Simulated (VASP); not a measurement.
Here is a VASP 6.6.1 calculation.

The input INCAR:

```
SYSTEM = MoS2
PREC = Accurate
ENCUT = 520
EDIFF = 1E-7
ISMEAR = -1
SIGMA = 0.05
LREAL = .FALSE.
LASPH = .TRUE.
NELM = 60
ALGO = Normal
ISIF = 2
LWAVE = .FALSE.
LCHARG = .FALSE.
GGA = PE
NBANDS = 49
```

The input KPOINTS:

```
Automatic mesh
0
G
  10 10 1
  0 0 0
```

Contents of POSCAR:

```
MoS2
1.0
    3.1840155185      0.0000000000      0.0000000000
   -1.5920077592      2.7574383250      0.0000000000
    0.0000000000      0.0000000000     28.3873198000
Mo S
3 6
Direct
    0.3449470000      0.6646980000      0.2286530000
    0.3282070000      0.6817700000      0.7723530000
    0.6658680000      0.3319590000      0.0016810000
    0.6710360000      0.3426620000      0.1738930000
    0.6713100000      0.3406660000      0.7165420000
    0.3361460000      0.6737070000      0.9449390000
    0.6533420000      0.3245620000      0.2825100000
    0.6776040000      0.3365640000      0.8278660000
    0.3431790000      0.6738580000      0.0526010000
```

Potentials or basis: VASP PAW PBE potentials, release 64 (Mo_sv, S).

Command:

```bash
$ cat potpaw_PBE.64/Mo_sv/POTCAR potpaw_PBE.64/S/POTCAR > POTCAR
$ mpirun -np 1 vasp_std > vasp.out
```

Task: What does it give for the largest force?

Result: 2.684 eV/Å.

Task: What does it give for the band gap on the k mesh?

Result: 1.07 eV, indirect (least direct gap 1.73 eV).

Forces on the atoms (eV/Å):
```
Mo  -1.124  0.120 -0.407
Mo   1.056 -0.500 -0.170
Mo   0.233  0.500 -2.627
S    0.435 -0.279 -0.196
S   -0.420  0.208  0.355
S    0.005 -0.204  0.571
S    0.689  0.159  0.649
S   -0.637  0.291 -0.244
S   -0.238 -0.295  2.069
```
